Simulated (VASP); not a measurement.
# Zn2Ga2O3 (P-6m2) in VASP: single point with PBE

Aim: the single point of Zn2Ga2O3 with PBE.

Everything below comes from runs of VASP 6.6.1. Logs are shortened: lines on timing, memory, paths and dates and some standing lists are left out, and cuts for length are marked.

## Step 1: The structure

The structure is hexagonal, space group P-6m2 (No. 187). Conventional cell: a = 3.213 Å, b = 3.213 Å, c = 11.549 Å, α = 90.00°, β = 90.00°, γ = 120.00°. Zn (site symmetry -6m2) is surrounded by 2 Ga at 2.49 Å. Zn (site symmetry -6m2) is surrounded by 3 O at 1.86 Å. Around Ga (site symmetry 3m) lie 3 O at 1.99 Å. Around O (site symmetry 3m) lie 3 Ga at 1.99 Å. O (site symmetry -6m2) is surrounded by 3 Zn at 1.86 Å.

The cell was built by a generator and needn't be a form met in nature.

## Step 2: Single point, PBE

INCAR

```
SYSTEM = Zn2Ga2O3
  PREC = Normal
  ENCUT = 520
  EDIFF = 1E-5
  ISMEAR = 0
  SIGMA = 0.15
  LREAL = Auto
  LASPH = .True.
  NELM = 80
  ALGO = Fast
  ISIF = 2
  LWAVE = .False.
  LCHARG = .False.
  GGA = PE
  NBANDS = 81
  KPAR = 2
```

KPOINTS

```
regular mesh
0
Gamma
  8 8 2
  0 0 0
```

POSCAR

```
Zn2Ga2O3
1.0
    3.2131780000      0.0000000000      0.0000000000
   -3.2131780000      5.5653860000      0.0000000000
    0.0000000000      0.0000000000     11.5488500000
Zn Ga O
4 4 6
Direct
    0.0000000000      0.0000000000      0.0000000000
    0.0000000000      0.5000000000      0.0000000000
    0.3333330000      0.3333335000      0.5000000000
    0.3333330000      0.8333335000      0.5000000000
    0.0000000000      0.0000000000      0.2156360000
    0.0000000000      0.5000000000      0.2156360000
    0.0000000000      0.0000000000      0.7843640000
    0.0000000000      0.5000000000      0.7843640000
    0.3333330000      0.3333335000      0.2770300000
    0.3333330000      0.8333335000      0.2770300000
    0.3333330000      0.3333335000      0.7229700000
    0.3333330000      0.8333335000      0.7229700000
    0.0000000000      0.0000000000      0.5000000000
    0.0000000000      0.5000000000      0.5000000000
```

Potentials or basis: VASP PAW PBE potentials, release 64 (Zn, Ga_d, O).

The run is started by

```console
$ cat potpaw_PBE.64/Zn/POTCAR potpaw_PBE.64/Ga_d/POTCAR potpaw_PBE.64/O/POTCAR > POTCAR
$ mpirun -np 2 vasp_std > vasp.out
```

OUTCAR:

```text
SYSTEM = Zn2Ga2O3
   PREC = Normal
   ENCUT = 520
   EDIFF = 1E-5
   ISMEAR = 0
   LREAL = Auto
   LASPH = .True.
   NELM = 80
   ISIF = 2
   GGA = PE

 ion  position               nearest neighbor table
   1  0.000  0.000  0.000-   5 2.49   7 2.49
   2  0.000  0.500  0.000-   6 2.49   8 2.49
   3  0.333  0.333  0.500-  14 1.86  13 1.86  14 1.86
   4  0.333  0.833  0.500-  13 1.86  14 1.86  13 1.86
   5  0.000  0.000  0.216-  10 1.99   9 1.99  10 1.99   1 2.49
   6  0.000  0.500  0.216-   9 1.99  10 1.99   9 1.99   2 2.49
   7  0.000  0.000  0.784-  12 1.99  11 1.99  12 1.99   1 2.49
   8  0.000  0.500  0.784-  11 1.99  12 1.99  11 1.99   2 2.49
   9  0.333  0.333  0.277-   6 1.99   5 1.99   6 1.99
  10  0.333  0.833  0.277-   5 1.99   6 1.99   5 1.99
  11  0.333  0.333  0.723-   8 1.99   7 1.99   8 1.99
  12  0.333  0.833  0.723-   7 1.99   8 1.99   7 1.99
  13  0.000  0.000  0.500-   4 1.86   3 1.86   4 1.86
  14  0.000  0.500  0.500-   3 1.86   4 1.86   3 1.86

  LATTYP: Found a simple orthorhombic cell.
 ALAT       =     3.2131780000
 B/A-ratio  =     1.7320503253
 C/A-ratio  =     3.5942142016

  Lattice vectors:

 A1 = (   3.2131780000,   0.0000000000,   0.0000000000)
 A2 = (   0.0000000000,   5.5653860000,   0.0000000000)
 A3 = (   0.0000000000,   0.0000000000,  11.5488500000)

Analysis of symmetry for initial positions (statically):
=====================================================================
 Subroutine PRICEL returns following result:

  LATTYP: Found a hexagonal cell.
 ALAT       =     3.2131780000
 C/A-ratio  =     3.5942142016

  Lattice vectors:

 A1 = (   3.2131780000,   0.0000000000,   0.0000000000)
 A2 = (  -1.6065890000,   2.7826930000,   0.0000000000)
 A3 = (   0.0000000000,   0.0000000000,  11.5488500000)

   2 primitive cells build up your supercell.

 Routine SETGRP: Setting up the symmetry group for a
 simple orthorhombic supercell.

 Subroutine GETGRP returns: Found  4 space group operations
 (whereof  4 operations were pure point group operations)
 out of a pool of  8 trial point group operations.

The static configuration has the point symmetry C_2v.

Analysis of symmetry for dynamics (positions and initial velocities):
=====================================================================
 Subroutine PRICEL returns following result:

  LATTYP: Found a hexagonal cell.
 ALAT       =     3.2131780000
 C/A-ratio  =     3.5942142016

  Lattice vectors:

 A1 = (   3.2131780000,   0.0000000000,   0.0000000000)
 A2 = (  -1.6065890000,   2.7826930000,   0.0000000000)
 A3 = (   0.0000000000,   0.0000000000,  11.5488500000)

   2 primitive cells build up your supercell.

 Routine SETGRP: Setting up the symmetry group for a
 simple orthorhombic supercell.

 Subroutine GETGRP returns: Found  4 space group operations
 (whereof  4 operations were pure point group operations)
 out of a pool of  8 trial point group operations.

The dynamic configuration has the point symmetry C_2v.

 Subroutine INISYM returns: Found  4 space group operations
 (whereof  4 operations are pure point group operations),
 and found     2 'primitive' translations

----------------------------------------------------------------------------------------

                                     Primitive cell

  volume of cell :     103.2616

  direct lattice vectors                    reciprocal lattice vectors
     3.213178000  0.000000000  0.000000000     0.311218364  0.179682056  0.000000000
    -1.606589000  2.782693000  0.000000000     0.000000000  0.359364112  0.000000000
     0.000000000  0.000000000 11.548850000     0.000000000  0.000000000  0.086588708

  length of vectors
     3.213178000  3.213177329 11.548850000     0.359364037  0.359364112  0.086588708

  position of ions in fractional coordinates (direct lattice)
     0.000000000  0.000000000  0.000000000
     0.333333000  0.666667000  0.500000000
     0.000000000  0.000000000  0.215636000
     0.000000000  0.000000000  0.784364000
     0.333333000  0.666667000  0.277030000
     0.333333000  0.666667000  0.722970000
     0.000000000  0.000000000  0.500000000

  ion indices of the primitive-cell ions
   primitive index   ion index
                 1           1
                 2           4
                 3           5
                 4           7
                 5          10
                 6          12
                 7          13

----------------------------------------------------------------------------------------

 KPOINTS: regular mesh

Automatic generation of k-mesh.
 Grid dimensions read from file:
 generate k-points for:    8    8    2

 Generating k-lattice:

  Cartesian coordinates                     Fractional coordinates (reciprocal lattice)
     0.038902295  0.022460257  0.000000000     0.125000000  0.000000000  0.000000000
     0.000000000  0.022460257  0.000000000     0.000000000  0.125000000  0.000000000
     0.000000000  0.000000000  0.043294354     0.000000000  0.000000000  0.500000000

  Length of vectors
     0.044920505  0.022460257  0.043294354

  Shift w.r.t. Gamma in fractional coordinates (k-lattice)
     0.000000000  0.000000000  0.000000000

 Subroutine IBZKPT returns following result:
 ===========================================

 Found     50 irreducible k-points:

 Following reciprocal coordinates:
            Coordinates               Weight
  0.000000  0.000000  0.000000      1.000000
  0.125000  0.000000  0.000000      4.000000
  0.250000  0.000000  0.000000      4.000000
  0.375000  0.000000  0.000000      4.000000
  0.500000  0.000000  0.000000      1.000000
  0.000000  0.125000  0.000000      2.000000
[... 16 lines left out ...]
 -0.375000  0.375000  0.000000      2.000000
  0.000000  0.500000  0.000000      1.000000
 [... further k-points ...]
   k-points           NKPTS =     50   k-points in BZ     NKDIM =     50   number of bands    NBANDS=     81
   number of dos      NEDOS =    301   number of ions     NIONS =     14
   total plane-waves  NPLWV =  41472
   dimension x,y,z NGX =    18 NGY =   36 NGZ =   64
   dimension x,y,z NGXF=    36 NGYF=   72 NGZF=  128
   ions per type =               4   4   6
   NGX,Y,Z   is equivalent  to a cutoff of   9.31,  9.31,  9.21 a.u.
   NGXF,Y,Z  is equivalent  to a cutoff of  18.63, 18.63, 18.43 a.u.
 SYSTEM =  Zn2Ga2O3
   PREC   = normal    normal or accurate (medium, high low for compatibility)
   ISTART =      0    job   : 0-new  1-cont  2-samecut
   ICHARG =      2    charge: 1-file 2-atom 10-const
   ISPIN  =      1    spin polarized calculation?
   LNONCOLLINEAR =      F non collinear calculations
   LSORBIT =      F    spin-orbit coupling
   LASPH  =      T    aspherical Exc in radial PAW
   ENCUT  =  520.0 eV  38.22 Ry    6.18 a.u.   5.97 11.95 21.47*2*pi/ulx,y,z
   NELM   =     80;   NELMIN=  2; NELMDL= -5     # of ELM steps
   EDIFF  = 0.1E-04   stopping-criterion for ELM
   LREAL  =      T    real-space projection
   EDIFFG = 0.1E-03   stopping-criterion for IOM
   NSW    =      0    number of steps for IOM
   IBRION =     -1    ionic relax: 0-MD 1-quasi-New 2-CG
   NFREE  =      0    steps in history (QN), initial steepest desc. (CG)
   ISIF   =      2    stress and relaxation
   ISYM   =      2    0-nonsym 1-usesym 2-fastsym
   POTIM  = 0.5000    time-step for ionic-motion
   TEBEG  =    0.0;   TEEND  =   0.0 temperature during run
   PSTRESS=    0.0 pullay stress
   NELECT =     136.0000    total number of electrons
   NUPDOWN=      -1.0000    fix difference up-down
   EMIN   =  10.00;   EMAX   =-10.00  energy-range for DOS
   EFERMI =   0.00;   METHOD = LEGACY
   ISMEAR =     0;   SIGMA  =   0.15  broadening in eV -4-tet -1-fermi 0-gaus
   EFERMI_NEDOS =   21; number of points for ismear=-14 and -15
   IALGO  =     68    algorithm
   IMIX   =      4    mixing-type and parameters
     AMIX     =   0.40;   BMIX     =  1.00
     AMIX_MAG =   1.60;   BMIX_MAG =  1.00
  volume/ion in A,a.u.               =      14.75        99.55
  Fermi-wavevector in a.u.,A,eV,Ry     =   1.424289  2.691516 27.600777  2.028600
  Thomas-Fermi vector in A             =   2.544796
   LORBIT       =      0    0 simple, 1 ext, 2 COOP (PROOUT), +10 PAW based schemes
   GGA     = PE    functional components
   LHFCALC =     F    Hartree Fock is set to
   AEXX    =    0.0000 exact exchange contribution
   IVDW    =     0    specifies the selected vdW correction
   LEPSILON=     F    determine dielectric tensor
   LRPA    =     F    only Hartree local field effects (RPA)
 non-spin polarized calculation
 RMM-DIIS sequential band-by-band and
 Gauss-broadening in eV      SIGMA  =   0.15
  energy-cutoff  :      520.00
  volume of cell :      206.52
 maximum number of plane-waves:      5604
   NGX = 11   NGY = 23   NGZ = 43

 number of electron     136.0000566 magnetization

 Free energy of the ion-electron system (eV)
  ---------------------------------------------------
  ext. energy  EPLUGINS =         0.00000000
  ---------------------------------------------------
  free energy    TOTEN  =       -60.66730840 eV

  energy without entropy =      -60.63667665  energy(sigma->0) =      -60.65199252

 E-fermi :   2.5473     XC(G=0): -10.3139

 val. band max:        2.5446445252   @ k =  -0.3750   0.2500   0.0000
 cond. band min:       2.6027387176   @ k =  -0.3750   0.3750   0.0000
 fundamental gap:      0.0580941923
 Fermi energy:         2.5472857249

 k-point     1 :       0.0000    0.0000    0.0000
  band No.  band energies     occupation
      1     -16.8021      2.00000
      2     -16.7796      2.00000
      3     -16.3344      2.00000
      4     -16.3296      2.00000
      5     -15.2556      2.00000
      6     -14.7283      2.00000
[... 72 lines left out ...]
     79       9.7608      0.00000
[... 1908 lines left out ...]
     79       9.3123      0.00000
     80       9.3157      0.00000

 [... further k-points ...]

 [bands above 80 left out]

------------------------ aborting loop because EDIFF is reached ----------------------------------------

  FORCE on cell =-STRESS in cart. coord.  units (eV):
  Direction    XX          YY          ZZ          XY          YZ          ZX
  --------------------------------------------------------------------------------------
  -------------------------------------------------------------------------------------
  Total       -0.2592363     -0.1121353      0.2305547      0.0000000      0.0000000      0.0000000
  in kB       -2.0111182     -0.8699298      1.7886106      0.0000000      0.0000000      0.0000000
  external PRESSURE =      -0.3641458 kB  Pullay stress =       0.0000000 kB

 VOLUME and BASIS-vectors are now :
 -----------------------------------------------------------------------------
  energy-cutoff  :      520.00
  volume of cell :      206.52
      direct lattice vectors                 reciprocal lattice vectors
     3.213178000  0.000000000  0.000000000     0.311218364  0.179682056  0.000000000
    -3.213178000  5.565386000  0.000000000     0.000000000  0.179682056  0.000000000
     0.000000000  0.000000000 11.548850000     0.000000000  0.000000000  0.086588708

 POSITION                                       TOTAL-FORCE (eV/Angst)
 -----------------------------------------------------------------------------------
      0.00000      0.00000      0.00000        -0.000000     -0.000369      0.000000
     -1.60659      2.78269      0.00000        -0.000000     -0.000369      0.000000
     -0.00000      1.85513      5.77442         0.000000     -0.005285      0.000000
     -1.60659      4.63782      5.77442         0.000000     -0.005285      0.000000
      0.00000      0.00000      2.49035        -0.000000      0.000682      0.035649
     -1.60659      2.78269      2.49035        -0.000000      0.000682      0.035649
      0.00000      0.00000      9.05850        -0.000000      0.000682     -0.035649
     -1.60659      2.78269      9.05850         0.000000      0.000682     -0.035649
     -0.00000      1.85513      3.19938        -0.000000     -0.000434     -0.013202
     -1.60659      4.63782      3.19938         0.000000     -0.000434     -0.013202
     -0.00000      1.85513      8.34947         0.000000     -0.000434      0.013202
     -1.60659      4.63782      8.34947         0.000000     -0.000434      0.013202
      0.00000      0.00000      5.77442        -0.000000      0.005158      0.000000
     -1.60659      2.78269      5.77442        -0.000000      0.005158      0.000000
 -----------------------------------------------------------------------------------
    total drift:                                0.007222      0.000052     -0.000000

  FREE ENERGIE OF THE ION-ELECTRON SYSTEM (eV)
  ---------------------------------------------------
  free  energy   TOTEN  =       -60.6673083986 eV

  energy  without entropy=      -60.6366766480  energy(sigma->0) =      -60.65199252
```

Wall time 3.8 min (2 MPI ranks of Intel Xeon Platinum 8488C (Sapphire Rapids), shared host); peak memory 0.55 GiB.

What came out:

| Property | Result |
| --- | --- |
| Free energy | -60.6673 eV |
| Pressure | 0.0 GPa |
| Largest force | 0.036 eV/Å |
| Band gap on the k mesh | none (metal or under the smearing width) |

Forces in eV/Å, atoms in the order of the input:
```
Zn   0.000  0.000  0.000
Zn   0.000  0.000  0.000
Zn   0.000 -0.005  0.000
Zn   0.000 -0.005  0.000
Ga   0.000  0.001  0.036
Ga   0.000  0.001  0.036
Ga   0.000  0.001 -0.036
Ga   0.000  0.001 -0.036
O    0.000  0.000 -0.013
O    0.000  0.000 -0.013
O    0.000  0.000  0.013
O    0.000  0.000  0.013
O    0.000  0.005  0.000
O    0.000  0.005  0.000
```

Stress tensor (GPa, compression positive):
```
-0.20  0.00  0.00
 0.00 -0.09  0.00
 0.00  0.00  0.18
```
